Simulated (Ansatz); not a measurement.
fcc against bcc along group 14

Computed with DFT, revPBE, plane waves (420 eV) with PAW, scalar-relativistic in Ansatz 0.2.0. The PAW files were generated under PBE, with cores re-solved for the functional.

Each structure is relaxed within its symmetry, in the lowest magnetic state of the tried starts. Differences under about 8 meV lie within the error of the k-point mesh.

```
element  E(fcc) − E(bcc) (meV/atom)  V(fcc) (Å³/atom)  V(bcc) (Å³/atom)       state of fcc       state of bcc
      C                           ?                 ?                 ?                  ?                  ?
     Si                          14             14.57             14.75  spin not included  spin not included
     Ge                          -8             19.93             19.69  spin not included  spin not included
     Sn                         -11             28.66             28.18  spin not included  spin not included
     Pb                         -41             32.82             32.84  spin not included  spin not included
```

(1) Fill in the row of C.

Answers

(1) E(fcc) − E(bcc) (meV/atom): 197; V(fcc) (Å³/atom): 7.44; V(bcc) (Å³/atom): 6.79; state of fcc: spin not included; state of bcc: spin not included.
